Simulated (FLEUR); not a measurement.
# Ti (Fm-3m) in FLEUR: a series of runs, part 2 of 2

FLEUR MaX-R8.1 (later development tree). Earlier steps stand in the parts before.

## Step 5: Equation of state, SCAN, 16.73 Å³/atom

File inp.xml:

```xml
<?xml version="1.0" encoding="UTF-8" standalone="no"?>
<fleurInput fleurInputVersion="0.39">
   <comment>
      Ti                                                                                                  
   </comment>
   <calculationSetup>
      <cutoffs Kmax="4.1" Gmax="12.7" GmaxXC="12.7" numbands="0"/>
      <scfLoop itmax="80" minDistance="0.0001" maxIterBroyd="30" imix="Anderson" alpha="0.05" precondParam="0.0" spinf="2.0" sdNocoIR="T"/>
      <coreElectrons ctail="F" frcor="F" kcrel="0" coretail_lmax="0"/>
      <xcFunctional name="LibXC" relativisticCorrections="F">
         <LibXCName exchange="mgga_x_scan" correlation="mgga_c_scan"/>
         <AuxGGA exchange="117" correlation="130"/>
      </xcFunctional>
      <magnetism jspins="1"/>
      <soc l_soc="F" theta="0.0" phi="0.0" spav="F"/>
      <expertModes spex="0" secvar="F"/>
      <geometryOptimization l_f="F" forcealpha="1.0" forcemix="BFGS" epsdisp="0.00001" epsforce="0.00001"/>
      <ldaU l_linMix="F" mixParam="0.05" spinf="1.0"/>
   </calculationSetup>
   <cell>
      <bzIntegration valenceElectrons="12.0" mode="hist" fermiSmearingEnergy="0.00183747">
         <kPointListSelection listName="default-1"/>
         <!-- k-points included here -->
         <xi:include xmlns:xi="http://www.w3.org/2001/XInclude" href="kpts.xml"> </xi:include>
      </bzIntegration>
      <!-- symmetry operations included here -->
      <xi:include xmlns:xi="http://www.w3.org/2001/XInclude" href="sym.xml"> </xi:include>
      <bulkLattice scale="1.0000000000">
         <bravaisMatrix>
            <row-1>    0.0000000000000000     3.8361440329379994     3.8361440329379994</row-1>
            <row-2>    3.8361440329379994     0.0000000000000000     3.8361440329379994</row-2>
            <row-3>    3.8361440329379994     3.8361440329379994     0.0000000000000000</row-3>
         </bravaisMatrix>
      </bulkLattice>
   </cell>
   <atomSpecies>
      <species name="Titanium (Ti)" element="Ti" atomicNumber="22">
         <mtSphere radius="2.46" gridPoints="829" logIncrement="0.015"/>
         <atomicCutoffs lmax="10" lnonsphr="10"/>
         <electronConfig flipSpins="F">
            <coreConfig>(1s1/2) (2s1/2) (2p1/2) (2p3/2)</coreConfig>
            <valenceConfig>(3s1/2) (3p1/2) (3p3/2) (4s1/2) (3d3/2) (3d5/2)</valenceConfig>
            <stateOccupation state="(3d3/2)" spinUp="0.400000" spinDown="0.400000"/>
            <stateOccupation state="(3d5/2)" spinUp="0.600000" spinDown="0.600000"/>
         </electronConfig>
         <energyParameters s="4" p="4" d="3" f="4"/>
         <lo type="SCLO" l="0" n="3" eDeriv="0"/>
         <lo type="SCLO" l="1" n="3" eDeriv="0"/>
         <lo type="SCLO" l="1" n="3" eDeriv="1"/>
         <lo type="SCLO" l="2" n="3" eDeriv="2"/>
         <lo type="SCLO" l="3" n="4" eDeriv="2"/>
      </species>
   </atomSpecies>
   <atomGroups>
      <atomGroup species="Titanium (Ti)">
         <relPos label="                   1">.0000000000 .0000000000 .0000000000</relPos>
         <force calculate="T" relaxXYZ="TTT"/>
      </atomGroup>
   </atomGroups>
   <output dos="F" band="F" slice="F">
      <checks vchk="F" cdinf="F"/>
      <bandDOS minEnergy="-.5*Htr" maxEnergy="0.5*Htr" sigma="0.015" storeEVData="T"/>
      <vacuumDOS vacdos="F" integ="F" star="F" nstars="0" locx1="0.0" locy1="0.0" locx2="0.0" locy2="0.0" nstm="0" tworkf="0.0"/>
      <unfoldingBand unfoldBand="F" supercellX="1" supercellY="1" supercellZ="1"/>
      <plotting iplot="0" polar="F">
         <plot TwoD="T" vec1="  1.0  0.0  0.0" vec2="  0.0  1.0  0.0" vec3="  0.0  0.0  1.0" zero="  0.0  0.0  0.0" file="plot"/>
      </plotting>
      <chargeDensitySlicing numkpt="0" minEigenval="0.0" maxEigenval="0.0" nnne="0" pallst="F"/>
      <specialOutput eonly="F"/>
      <moessbauerParams electricFieldGradient="T" isomerShift="T" coreHyperfine="T" valenceHyperfine="T"/>
      <magneticCircularDichroism mcd="F" energyLo="-10.0" energyUp="0.0"/>
   </output>
  <!-- We include the file relax.xml here to enable relaxations (see documentation) -->
  <xi:include xmlns:xi="http://www.w3.org/2001/XInclude" href="relax.xml"> <xi:fallback/> </xi:include>
</fleurInput>
```

Launch:

```
inpgen -f crystal.txt -profile fastHighL
# inp.xml edited to the form shown
fleur_MPI
```

Run time: 13 s. Hardware: 1 thread of Arm Neoverse V2, shared host; peak memory 0.08 GiB.

Results (log left out):

* Free energy: -23240.5421 eV
* Band gap on the k mesh: none (metal or under the smearing width)
* Valence electrons inside the program's atomic spheres: Ti 10.52 (radii Ti 2.46 bohr)

Caveat: the meta-GGA is that of a development version, with a GGA for the radial functions and cores and without core tails.

## Step 6: Equation of state, SCAN, 17.40 Å³/atom (volume scaled by 1.04)

inp.xml, as its differences from that of step 5:

```diff
@@ -27,3 +27,3 @@
       <xi:include xmlns:xi="http://www.w3.org/2001/XInclude" href="sym.xml"> </xi:include>
-      <bulkLattice scale="1.0000000000">
+      <bulkLattice scale="1.0131594038">
          <bravaisMatrix>
```

Potentials or basis: all-electron, FLAPW.

Launch:

```
inpgen -f crystal.txt -profile fastHighL
# inp.xml edited to the form shown
fleur_MPI
```

Wall time 14 s (1 thread of Arm Neoverse V2, shared host); peak memory 0.08 GiB.

Results (log left out):

* Free energy: -23240.5450 eV
* Band gap on the k mesh: none (metal or under the smearing width)
* Valence electrons inside the program's atomic spheres: Ti 10.46 (radii Ti 2.46 bohr)

Caveat: the meta-GGA is that of a development version, with a GGA for the radial functions and cores and without core tails.

## Step 7: Equation of state, SCAN, 17.73 Å³/atom (volume scaled by 1.06)

inp.xml, as its differences from that of step 6:

```diff
@@ -27,3 +27,3 @@
       <xi:include xmlns:xi="http://www.w3.org/2001/XInclude" href="sym.xml"> </xi:include>
-      <bulkLattice scale="1.0131594038">
+      <bulkLattice scale="1.0196128224">
          <bravaisMatrix>
```

Launch:

```
inpgen -f crystal.txt -profile fastHighL
# inp.xml edited to the form shown
fleur_MPI
```

Wall time 14 s (1 thread of Arm Neoverse V2, shared host); peak memory 0.08 GiB.

It converged, with:

- Free energy: -23240.5401 eV
- Band gap on the k mesh: none (metal or under the smearing width)
- Valence electrons inside the program's atomic spheres: Ti 10.43 (radii Ti 2.46 bohr)

Caveat: the meta-GGA is that of a development version, with a GGA for the radial functions and cores and without core tails.

## Step 8: Equation of state, SCAN

Potentials or basis: all-electron, FLAPW.

This step only gathers the single runs of the series.

Results:

```yaml
Equilibrium_volume: 17.17 Å³/atom
Bulk_modulus: 113 GPa
```

Energy against volume, from the lowest point:
```
volume (Å³/atom)  energy (meV/atom)
          15.727              47.88
          16.062              27.09
          16.731               2.89
          17.400               0.00
          17.735               4.92
```

Caveat: the meta-GGA is that of a development version, with a GGA for the radial functions and cores and without core tails.
